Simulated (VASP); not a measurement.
# Si (Fd-3m) in VASP: a series of runs, part 2 of 2

VASP 6.6.1. The steps go on from the part before.

## (5) Relaxation of cell and atoms, revTPSS

Input file INCAR:

```
PREC = Accurate ; ENCUT = 600
EDIFF = 1E-6 ; ISMEAR = -1
SIGMA = 0.05 ; LREAL = False
LASPH = True ; NELM = 80
ALGO = Normal ; ISIF = 3
LWAVE = False ; LCHARG = False
METAGGA = RTPSS ; LMIXTAU = True
IBRION = 2 ; NSW = 60
EDIFFG = -0.005
```

Input file KPOINTS:

```
regular mesh
0
Gamma
  8 8 8
```

Input file POSCAR:

```
Si
1.0
    0.0000000000      2.7218511865      2.7218511865
    2.7218511865      0.0000000000      2.7218511865
    2.7218511865      2.7218511865      0.0000000000
Si
2
Direct
    0.5000000000      0.5000000000      0.5000000000
    0.7500000000      0.7500000000      0.7500000000
```

Potentials or basis: VASP PAW PBE potentials, release 64 (Si).

On the command line:

```
$ cat potpaw_PBE.64/Si/POTCAR > POTCAR
$ mpirun -np 1 vasp_std > vasp.out
```

OUTCAR:

```text
PREC = Accurate
   ENCUT = 600
   EDIFF = 1E-6
   ISMEAR = -1
   LREAL = False
   LASPH = True
   NELM = 80
   ISIF = 3
   METAGGA = RTPSS
   IBRION = 2
   NSW = 60
   EDIFFG = -0.005

 ion  position               nearest neighbor table
   1  0.500  0.500  0.500-   2 2.36   2 2.36   2 2.36   2 2.36
   2  0.750  0.750  0.750-   1 2.36   1 2.36   1 2.36   1 2.36

  LATTYP: Found a face centered cubic cell.
 ALAT       =     5.4437023730

  Lattice vectors:

 A1 = (   0.0000000000,   2.7218511865,   2.7218511865)
 A2 = (   2.7218511865,   0.0000000000,   2.7218511865)
 A3 = (   2.7218511865,   2.7218511865,   0.0000000000)

[... 188 lines left out ...]
  -------------------------------------------------------------------------------------
  Total       -0.0639498     -0.0639498     -0.0639498      0.0000000      0.0000000      0.0000000
  in kB       -2.5405426     -2.5405426     -2.5405426      0.0000000      0.0000000      0.0000000
  external PRESSURE =      -2.5405426 kB  Pullay stress =       0.0000000 kB
[... 59 lines left out ...]
--------------------------------------- Ionic step        3  -------------------------------------------

 number of electron       8.0000000 magnetization

 Free energy of the ion-electron system (eV)
  ---------------------------------------------------
  ext. energy  EPLUGINS =         0.00000000
  ---------------------------------------------------
  free energy    TOTEN  =       -13.42733888 eV

  energy without entropy =      -13.42730499  energy(sigma->0) =      -13.42732194

 E-fermi :   6.0355     XC(G=0):  -9.6991

 val. band max:        5.7581492344   @ k =   0.0000   0.0000   0.0000
 cond. band min:       6.3552361597   @ k =   0.3750   0.3750   0.0000
 fundamental gap:      0.5970869253
 Fermi energy:         6.0354617704

 k-point     1 :       0.0000    0.0000    0.0000
  band No.  band energies     occupation
      1      -6.3711      2.00000
      2       5.7581      1.99223
      3       5.7581      1.99223
      4       5.7581      1.99223
      5       8.4301      0.00000
      6       8.4301      0.00000
      7       8.4301      0.00000
      8       9.4215      0.00000
[... 335 lines left out ...]
  FREE ENERGIE OF THE ION-ELECTRON SYSTEM (eV)
  ---------------------------------------------------
  free  energy   TOTEN  =       -13.4273388848 eV

  energy  without entropy=      -13.4273049870  energy(sigma->0) =      -13.42732194

 reached required accuracy - stopping structural energy minimisation
```

CONTCAR:

```text
Si
   1.00000000000000
     0.0000000000000000    2.7193298766702885    2.7193298766702885
     2.7193298766702885    0.0000000000000000    2.7193298766702885
     2.7193298766702885    2.7193298766702885    0.0000000000000000
  Si
     2
Direct
     0.5000000000000000    0.5000000000000000    0.5000000000000000
     0.7500000000000000    0.7500000000000000    0.7500000000000000

  0.00000000E+00  0.00000000E+00  0.00000000E+00
  0.00000000E+00  0.00000000E+00  0.00000000E+00
```

Wall time 59 s (1 thread of Intel Xeon Platinum 8559C (Emerald Rapids), shared host); peak memory 0.18 GiB.

What came out:

* Free energy: -13.4273 eV
* Relaxed volume: 20.11 Å³/atom
* Relaxed cell: a = 3.846 Å, b = 3.846 Å, c = 3.846 Å, α = 60.00°, β = 60.00°, γ = 60.00°
* Space group after relaxing (to 0.05 Å): Fd-3m (No. 227)
* Energy gained by relaxing: 0.0 meV/atom
* Ionic steps: 3
* Pressure after relaxing: 0.0 GPa
* Band gap on the k mesh: 0.60 eV, indirect (least direct gap 2.67 eV)

Final structure:
```
Si
1.0
     0.00000    2.71933    2.71933
     2.71933    0.00000    2.71933
     2.71933    2.71933    0.00000
Si
2
Direct
  0.50000 0.50000 0.50000
  0.75000 0.75000 0.75000
```

Levels at points of the mesh, in eV from the valence-band top:
```
           k point  band 1  band 2  band 3  band 4  band 5  band 6  band 7  band 8
(0.00, 0.00, 0.00)  -12.13    0.00    0.00    0.00    2.67    2.67    2.67    3.66
(0.50, 0.00, 0.00)   -9.74   -7.06   -1.20   -1.20    1.63    3.42    3.42    7.62
(0.50, 0.50, 0.00)   -7.90   -7.90   -2.87   -2.87    0.68    0.68   10.40   10.40
```

Caveat: the PAW data sets were made with another functional, which shifts forces and pressure a little. A k mesh can miss the band edges.

## (6) Relaxation of cell and atoms, MS2

Input file INCAR:

```
SYSTEM = Si
ALGO = Normal
EDIFF = 1E-6
EDIFFG = -0.02
ENCUT = 600
IBRION = 2
ISIF = 3
ISMEAR = -1
LASPH = .True.
LCHARG = .False.
LMIXTAU = .True.
LREAL = .False.
LWAVE = .False.
METAGGA = MS2
NELM = 100
NSW = 40
PREC = Accurate
SIGMA = 0.05
```

Input file KPOINTS:

```
k-points
0
Gamma
  8 8 8
  0 0 0
```

POSCAR is that of step 5.

Potentials or basis: VASP PAW PBE potentials, release 64 (Si).

On the command line:

```
$ cat potpaw_PBE.64/Si/POTCAR > POTCAR
$ mpirun -np 1 vasp_std > vasp.out
```

Wall time 54 s (1 thread of Intel Xeon Platinum 8559C (Emerald Rapids), shared host); peak memory 0.18 GiB.

The run converged. Its results:

```
Free energy                            : -19.4882 eV
Relaxed volume                         : 20.00 Å³/atom
Relaxed cell                           : a = 3.839 Å, b = 3.839 Å, c = 3.839 Å, α = 60.00°, β = 60.00°, γ = 60.00°
Space group after relaxing (to 0.05 Å) : Fd-3m (No. 227)
Energy gained by relaxing              : 0.4 meV/atom
Ionic steps                            : 3
Pressure after relaxing                : 0.0 GPa
Band gap on the k mesh                 : 1.10 eV, indirect (least direct gap 3.25 eV)
```

The path:
```tsv
step	energy change (eV)	largest force (eV/Å)	pressure (GPa)	volume (Å³)
1	0.0000	0.0000	-0.81	40.33
2	-0.0002	0.0000	0.71	39.74
3	-0.0008	0.0000	0.01	40.01
```

Final structure:
```cif
data_structure
_symmetry_space_group_name_H-M 'P 1'
_symmetry_Int_Tables_number 1
_cell_length_a 3.8390
_cell_length_b 3.8390
_cell_length_c 3.8390
_cell_angle_alpha 60.000
_cell_angle_beta 60.000
_cell_angle_gamma 60.000
_cell_volume 40.01
loop_
_atom_site_label
_atom_site_type_symbol
_atom_site_fract_x
_atom_site_fract_y
_atom_site_fract_z
_atom_site_occupancy
Si1 Si 0.50000 0.50000 0.50000 1
Si2 Si 0.75000 0.75000 0.75000 1
```

Levels at points of the mesh, in eV from the valence-band top:
```
           k point  band 2  band 3  band 4  band 5  band 6  band 7
(0.00, 0.00, 0.00)    0.00    0.00    0.00    3.25    3.25    3.25
(0.50, 0.00, 0.00)   -6.94   -1.13   -1.13    2.20    3.97    3.97
(0.50, 0.50, 0.00)   -7.87   -2.76   -2.76    1.18    1.18   11.26
```

Caveat: the PAW data sets were made with another functional, which shifts forces and pressure a little.

## (7) Summary

```csv
task,level,cell,cutoff (eV),smearing,gap on the mesh (eV),pressure (GPa),relaxed volume (Å³/atom)
single point,PBEsol,as given,520,gaussian 0.1 eV,0.51,-0.4,-
single point,PBE,as given,520,gaussian 0.012 eV,0.63,1.3,-
relaxation of cell and atoms,revTPSS,relaxed,600,fermi-dirac 0.05 eV,0.60,0.0,20.11
relaxation of cell and atoms,MS2,relaxed,600,fermi-dirac 0.05 eV,1.10,0.0,20.00
```

Alike in all rows: potentials or basis VASP PAW PBE potentials, release 64 (Si); no spin polarisation; k mesh 8 × 8 × 8.

Caveats: the PAW data sets were made with another functional, which shifts forces and pressure a little (some runs).

Absolute energies hang on the potentials; compare differences alone.
